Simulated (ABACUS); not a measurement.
# InP (F-43m) in ABACUS: reference runs

Reference runs on InP: the cell as given and a disturbed copy.

All numbers are computed with ABACUS 3.10.1; they aren't measurements. Logs are shortened: lines on timing, memory, paths and dates and some standing lists are left out, and cuts for length are marked.

**What was measured.**

From a printed reference work, data compilation, for a bulk crystal of InP at 1.6 K: band gap 1.4236 eV (direct).

The runs below are set against these values where they give the same quantity.

**1. The crystal as given**

The structure is cubic, space group F-43m (No. 216). The conventional cell has a = 5.861 Å, b = 5.861 Å, c = 5.861 Å, α = 90.00°, β = 90.00°, γ = 90.00°. In (site symmetry -43m) is surrounded by 4 P at 2.54 Å. P (site symmetry -43m) has 4 In at 2.54 Å as nearest neighbours.

**2. Single point, PBE**

INPUT

```
INPUT_PARAMETERS
suffix              InP
calculation         scf
basis_type          pw
pseudo_dir          ./
symmetry            1
dft_functional      pbe
ecutwfc             71
pseudo_rcut         10
nspin               1
nbands              13
ks_solver           dav
smearing_method     fd
smearing_sigma      0.00367493
scf_thr             1e-08
scf_nmax            100
mixing_type         broyden
mixing_beta         0.7
cal_force           1
cal_stress          1
kpar                4
```

STRU

```
ATOMIC_SPECIES
In 114.8180 In.upf
P 30.9738 P.upf

LATTICE_CONSTANT
1.8897261246

LATTICE_VECTORS
0.0000000000 2.9305000000 2.9305000000
2.9305000000 0.0000000000 2.9305000000
2.9305000000 2.9305000000 0.0000000000

ATOMIC_POSITIONS
Direct

In
0.0
1
0.0000000000 0.0000000000 0.0000000000 1 1 1

P
0.0
1
0.7500000000 0.7500000000 0.7500000000 1 1 1
```

KPT

```
K_POINTS
0
Gamma
8 8 8 0 0 0
```

Potentials or basis: PseudoDojo NC SR 0.4.1 PBE standard, plane waves.

Started as:

```
$ OMP_NUM_THREADS=1 mpirun -np 4 abacus > log
```

running log:

```text
ABACUS v3.10.1

               Atomic-orbital Based Ab-initio Computation at UStc

 ------------------------------------------------------------------------------------

 READING GENERAL INFORMATION
                           global_out_dir = OUT.InP/
                           global_in_card = INPUT
                               pseudo_dir = ./
                              orbital_dir =
                                    DSIZE = 4
                                    GSIZE = 1

 READING UNITCELL INFORMATION
                                    ntype = 2
                  lattice constant (Bohr) = 1.88973
              lattice constant (Angstrom) = 1

 READING ATOM TYPE 1
                               atom label = In
                      L=0, number of zeta = 1
                      L=1, number of zeta = 1
                      L=2, number of zeta = 1
             number of atom for this type = 1

 READING ATOM TYPE 2
                               atom label = P
                      L=0, number of zeta = 1
                      L=1, number of zeta = 1
                      L=2, number of zeta = 1
             number of atom for this type = 1

                        TOTAL ATOM NUMBER = 2
DIRECT COORDINATES
    atom                   x                   y                   z     mag                  vx                  vy                  vz
taud_In1            0.0000000000        0.0000000000        0.0000000000  0.0000        0.0000000000        0.0000000000        0.0000000000
taud_P1            0.7500000000        0.7500000000        0.7500000000  0.0000        0.0000000000        0.0000000000        0.0000000000

                          Volume (Bohr^3) = 339.666
                             Volume (A^3) = 50.3332

 Lattice vectors: (Cartesian coordinate: in unit of a_0)
                   +0             +2.9305             +2.9305
              +2.9305                  +0             +2.9305
              +2.9305             +2.9305                  +0
 Reciprocal vectors: (Cartesian coordinate: in unit of 2 pi/a_0)
            -0.170619           +0.170619           +0.170619
            +0.170619           -0.170619           +0.170619
            +0.170619           +0.170619           -0.170619
 The esolver type has been set to : ksdft_pw

                PAO radial cut off (Bohr) = 10

 Read in pseudopotential file is In.upf
                     pseudopotential type = NC
          exchange-correlation functional = PBE
                 nonlocal core correction = 1
                        valence electrons = 13
                                     lmax = 2
                           number of zeta = 3
                     number of projectors = 6
                           L of projector = 0
[... 5 lines left out ...]
                PAO radial cut off (Bohr) = 10

 Read in pseudopotential file is P.upf
                     pseudopotential type = NC
          exchange-correlation functional = PBE
                 nonlocal core correction = 1
                        valence electrons = 5
                                     lmax = 2
                           number of zeta = 2
                     number of projectors = 6
                           L of projector = 0
                           L of projector = 0
                           L of projector = 1
                           L of projector = 1
                           L of projector = 2
                           L of projector = 2
     initial pseudo atomic orbital number = 13

 SETUP THE ELECTRONS NUMBER
            electron number of element In = 13
      total electron number of element In = 13
             electron number of element P = 5
       total electron number of element P = 5
            AUTOSET number of electrons:  = 18
                           occupied bands = 9
                                   NBANDS = 13
                                   NLOCAL = 18

%%%%%%%%%%%%%%%%%%%%%%%%%%%%%%%%%%%%%%%%%%%%%%%%%%%%%%%%%%%%%%%%%%%%%%%%%%%%%%%%%%%%%%%%%%%%%%%%%%%%%%%%%%
 Warning: the number of valence electrons in pseudopotential > 3 for In: [Kr] 4d10 5s2 5p1
 Pseudopotentials with additional electrons can yield (more) accurate outcomes, but may be less efficient.
 If you're confident that your chosen pseudopotential is appropriate, you can safely ignore this warning.
%%%%%%%%%%%%%%%%%%%%%%%%%%%%%%%%%%%%%%%%%%%%%%%%%%%%%%%%%%%%%%%%%%%%%%%%%%%%%%%%%%%%%%%%%%%%%%%%%%%%%%%%%%

 SETUP THE PLANE WAVE BASIS
 energy cutoff for charge/potential (unit:Ry) = 284
            fft grid for charge/potential = [ 45, 45, 45 ]
                        fft grid division = [ 1, 1, 1 ]
        big fft grid for charge/potential = [ 45, 45, 45 ]
                                     nbxx = 91125
                                     nrxx = 91125

[... 76 lines left out ...]
                             BRAVAIS TYPE = 2
                     BRAVAIS LATTICE NAME = 02. Cubic I (body-centered)
                                    ibrav = 2
                       right hand lattice = 1
                        ROTATION MATRICES = 48
                               nkstot_ibz = 29
K-POINTS REDUCTION ACCORDING TO SYMMETRY
     IBZ    DIRECT_X    DIRECT_Y    DIRECT_Z  WEIGHT  ibz2bz
       1  0.00000000  0.00000000  0.00000000  0.0020       0
       2  0.12500000  0.12500000  0.12500000  0.0156       1
       3  0.25000000  0.25000000  0.25000000  0.0156       2
       4  0.37500000  0.37500000  0.37500000  0.0156       3
       5  0.50000000  0.50000000  0.50000000  0.0078       4
       6  0.12500000  0.12500000  0.00000000  0.0117       9
[... 21 lines left out ...]
      28 -0.12500000  0.50000000  0.37500000  0.0234     101
      29  0.50000000  0.25000000 -0.25000000  0.0117     166

                               nkstot now = 29
[... K-POINTS DIRECT COORDINATES: 29 rows ...]

           k-point number in this process = 8
       minimum distributed K point number = 7
[... stars of the k points ...]

[... K-POINTS CARTESIAN COORDINATES: 8 rows ...]

[... K-POINTS DIRECT COORDINATES: 8 rows ...]

 SETUP PLANE WAVES FOR WAVE FUNCTIONS
     energy cutoff for wavefunc (unit:Ry) = 71
              fft grid for wave functions = [ 45, 45, 45 ]
                    number of plane waves = 4015
                         number of sticks = 337

 PARALLEL PW FOR WAVE FUNCTIONS
     PROC   COLUMNS(POT)             PW
        1            337           4015
 --------------- sum -------------------
        1            337           4015

 SETUP NONLOCAL PSEUDOPOTENTIALS IN PLANE WAVE BASIS
 In non-local projectors:
 projector 1 L=0
 projector 2 L=0
 projector 3 L=1
 projector 4 L=1
 projector 5 L=2
 projector 6 L=2
 P non-local projectors:
 projector 1 L=0
 projector 2 L=0
 projector 3 L=1
 projector 4 L=1
 projector 5 L=2
 projector 6 L=2
      TOTAL NUMBER OF NONLOCAL PROJECTORS = 36

 Init Non-Local PseudoPotential table :
 Init Non-Local-Pseudopotential done.

                                     npwx = 3479

 Make real space PAO into reciprocal space.
       max mesh points in Pseudopotential = 1001
     dq(describe PAO in reciprocal space) = 0.01
                                    max q = 1015

 number of pseudo atomic orbitals for In is 3
WARNING: norm of atomic wavefunction # 2 of atomic type In is 0.999992, renormalized
WARNING: norm of atomic wavefunction # 3 of atomic type In is 0.998067, renormalized

 number of pseudo atomic orbitals for P is 2
WARNING: norm of atomic wavefunction # 2 of atomic type P is 0.999977, renormalized

 -------------------------------------------
 SELF-CONSISTENT
 -------------------------------------------
                                 init_chg = atomic

 PW ALGORITHM --------------- ION=   1  ELEC=   1--------------------------------
 Notice: Threshold on eigenvalues was too large.
 hsover_error=0.18 > DRHO=0.107426
 Origin diag ethr = 0.01
 New diag ethr = 0.000596813

 Density error is 0.10489672585
                          Error Threshold = 0.000596812812221
----------------------------------------------------------
     Energy           Rydberg                 eV
----------------------------------------------------------
 E_KohnSham     -146.7605991095      -1996.7803897831
 E_Harris       -147.7100296515      -2009.6980550096
 E_Fermi        0.5111141041         6.9540641439
----------------------------------------------------------
[... 63 lines left out ...]
 Density error is 1.41179252182e-09
                          Error Threshold = 3.59401390761e-10
----------------------------------------------------------
     Energy           Rydberg                 eV
----------------------------------------------------------
 E_KohnSham     -146.7874636764      -1997.1459009676
 E_KS(sigma->0) -146.7874634930      -1997.1458984723
 E_Harris       -146.7874582831      -1997.1458275880
 E_band         -3.6765061015        -50.0214317118
 E_one_elec     -49.6617029800       -675.6821329116
 E_Hartree      36.8259871173        501.0432592701
 E_xc           -44.2313432490       -601.7982983800
 E_Ewald        -89.7204041980       -1220.7087239554
 E_entropy(-TS) -0.0000003668        -0.0000049906
 E_descf        0.0000000000         0.0000000000
 E_exx          0.0000000000         0.0000000000
 E_Fermi        0.5533605752         7.5288568715
----------------------------------------------------------

 charge density convergence is achieved
 final etot is -1997.145901 eV
 EFERMI = 7.5288568715 eV

 STATE ENERGY(eV) AND OCCUPATIONS    NSPIN == 1
 1/8 kpoint (Cartesian) = 0.0000 0.0000 0.0000 (3479 pws)
       1       -7.09770     0.00390625
       2       -7.09770     0.00390625
       3       -7.09770     0.00390625
       4       -6.94874     0.00390625
       5       -6.94874     0.00390625
       6       -4.37598     0.00390625
       7        7.14189     0.00390455
       8        7.14189     0.00390455
       9        7.14189     0.00390455
      10        7.85316    5.94566e-06
      11        11.2344    2.54559e-35
      12        11.2344    2.54559e-35
      13        11.2344    2.54559e-35
[... 61 lines left out ...]
 6/8 kpoint (Cartesian) = 0.0000 0.0000 0.042655 (3447 pws)
       1       -7.12985      0.0234375
       2       -7.08312      0.0234375
       3       -7.08312      0.0234375
       4       -6.95471      0.0234375
       5       -6.94366      0.0234375
       6       -4.13960      0.0234375
       7        5.59609      0.0234375
       8        6.62659      0.0234375
       9        6.62659      0.0234375
      10        9.33073    5.23662e-18
      11        10.5985    5.09959e-29
      12        11.9663    6.71133e-41
      13        11.9663    6.71133e-41

[... levels at 2 further k points ...]

------------------------------------------------------------------------------------------
 TOTAL-FORCE (eV/Angstrom)
------------------------------------------------------------------------------------------
                       In1         0.0000000000         0.0000000000         0.0000000000
                        P1         0.0000000000         0.0000000000         0.0000000000
------------------------------------------------------------------------------------------

----------------------------------------------------------------
 TOTAL-STRESS (KBAR)
----------------------------------------------------------------
        34.0477231643        -0.0000000000        -0.0000000000
        -0.0000000000        34.0477231643         0.0000000000
        -0.0000000000         0.0000000000        34.0477231643
----------------------------------------------------------------
 TOTAL-PRESSURE: 34.047723 KBAR

 --------------------------------------------
 !FINAL_ETOT_IS -1997.1459009675970719 eV
 --------------------------------------------
```

Run time: 8.9 s. Hardware: 4 MPI ranks of Intel Xeon Platinum 8259CL at 2.50GHz (Skylake/Cascade Lake), shared host; peak memory 0.36 GiB.

What came out:

| Item | Value |
| --- | --- |
| Free energy | -1997.1459 eV |
| Pressure | 3.4 GPa |
| Band gap on the k mesh | 0.71 eV, direct |

Caveat: spin-orbit coupling is left out, which moves the levels of the heavy elements.

**3. Single point, PBE (atoms moved at random, drawn with an rms of 0.05 Å)**

INPUT is that of step 2.

STRU: that of step 2 with these lines changed.

```diff
@@ -18,3 +18,3 @@
 1
-0.0000000000 0.0000000000 0.0000000000 1 1 1
+0.0076490000 -0.0083110000 -0.0119070000 1 1 1
 
@@ -23,2 +23,2 @@
 1
-0.7500000000 0.7500000000 0.7500000000 1 1 1
+0.7554720000 0.7458670000 0.7651810000 1 1 1
```

KPT is that of step 2.

Potentials or basis: PseudoDojo NC SR 0.4.1 PBE standard, plane waves.

Started as:

```
$ OMP_NUM_THREADS=1 mpirun -np 4 abacus > log
```

running log:

```text
ABACUS v3.10.1

               Atomic-orbital Based Ab-initio Computation at UStc

 ------------------------------------------------------------------------------------

 READING GENERAL INFORMATION
                           global_out_dir = OUT.InP/
                           global_in_card = INPUT
                               pseudo_dir = ./
                              orbital_dir =
                                    DSIZE = 4
                                    GSIZE = 1

 READING UNITCELL INFORMATION
                                    ntype = 2
                  lattice constant (Bohr) = 1.88973
              lattice constant (Angstrom) = 1

 READING ATOM TYPE 1
                               atom label = In
                      L=0, number of zeta = 1
                      L=1, number of zeta = 1
                      L=2, number of zeta = 1
             number of atom for this type = 1

 READING ATOM TYPE 2
                               atom label = P
                      L=0, number of zeta = 1
                      L=1, number of zeta = 1
                      L=2, number of zeta = 1
             number of atom for this type = 1

                        TOTAL ATOM NUMBER = 2
DIRECT COORDINATES
[... 331 lines left out ...]
 E_Fermi        0.5583475251         7.5967078051
----------------------------------------------------------

 charge density convergence is achieved
 final etot is -1997.0875307 eV
 EFERMI = 7.5967078051 eV

 STATE ENERGY(eV) AND OCCUPATIONS    NSPIN == 1
 1/65 kpoint (Cartesian) = 0.0000 0.0000 0.0000 (3479 pws)
       1       -7.17559     0.00390625
       2       -7.12014     0.00390625
       3       -7.08859     0.00390625
       4       -6.97020     0.00390625
       5       -6.96657     0.00390625
       6       -4.36920     0.00390625
       7        6.89750     0.00390625
       8        7.16427     0.00390557
       9        7.32772     0.00388833
      10        7.85749    2.11016e-05
      11        11.1467    5.71383e-34
      12        11.2069    1.71465e-34
      13        11.4071    3.12963e-36
[... 61 lines left out ...]
 6/65 kpoint (Cartesian) = 0.021327 -0.021327 0.021327 (3443 pws)
       1       -7.17783     0.00781250
       2       -7.12552     0.00781250
       3       -7.08423     0.00781250
       4       -6.97016     0.00781250
       5       -6.96603     0.00781250
       6       -4.19360     0.00781250
       7        5.61436     0.00781250
       8        6.75150     0.00781250
       9        7.12504     0.00781187
      10        8.80123    2.69451e-13
      11        11.2805    7.86697e-35
      12        11.4488    2.71477e-36
      13        11.7204    1.18911e-38

[... levels at 59 further k points ...]

------------------------------------------------------------------------------------------
 TOTAL-FORCE (eV/Angstrom)
------------------------------------------------------------------------------------------
                       In1         0.7795481674         0.6315146131         0.2239751170
                        P1        -0.7795481674        -0.6315146131        -0.2239751170
------------------------------------------------------------------------------------------

----------------------------------------------------------------
 TOTAL-STRESS (KBAR)
----------------------------------------------------------------
        36.1831318261         6.3560817972        21.1994666960
         6.3560817972        37.3652846106        26.3260335946
        21.1994666960        26.3260335946        39.4794684712
----------------------------------------------------------------
 TOTAL-PRESSURE: 37.675962 KBAR

 --------------------------------------------
 !FINAL_ETOT_IS -1997.0875307276078274 eV
 --------------------------------------------
```

stdout:

```text
ABACUS v3.10.1

               Atomic-orbital Based Ab-initio Computation at UStc

%%%%%%%%%%%%%%%%%%%%%%%%%%%%%%%%%%%%%%%%%%%%%%%%%%%%%%%%%%%%%%%%%%%%%%%%%%%%%%%%%%%%%%%%%%%%%%%%%%%%%%%%%
 Warning: the number of valence electrons in pseudopotential > 3 for In: [Kr] 4d10 5s2 5p1
[... 33 lines left out ...]
 TOTAL-STRESS (KBAR)
----------------------------------------------------------------
        36.1831318261         6.3560817972        21.1994666960
         6.3560817972        37.3652846106        26.3260335946
        21.1994666960        26.3260335946        39.4794684712
----------------------------------------------------------------
 TOTAL-PRESSURE: 37.675962 KBAR
```

Wall time 66 s (4 MPI ranks of Intel Xeon Platinum 8259CL at 2.50GHz (Skylake/Cascade Lake), shared host); peak memory 0.56 GiB.

What came out:

```yaml
Free_energy: -1997.0875 eV
Pressure: 3.8 GPa
Largest_force: 1.028 eV/Å
Band_gap_on_the_k_mesh: 0.53 eV, direct
```

Forces on the atoms (eV/Å):
```
In   0.780  0.632  0.224
P   -0.780 -0.632 -0.224
```

Caveat: spin-orbit coupling is left out, which moves the levels of the heavy elements.

**4. How close it comes**

Step 2. A measured gap of InP is 1.4236 eV (direct; 1.6 K; a printed reference work, data compilation); the calculated 0.71 eV misses it by -0.71 eV. Spin-orbit coupling on In is left out. The value is that of PBE, without temperature or zero-point motion. Semilocal functionals fall short of measured gaps as a rule.
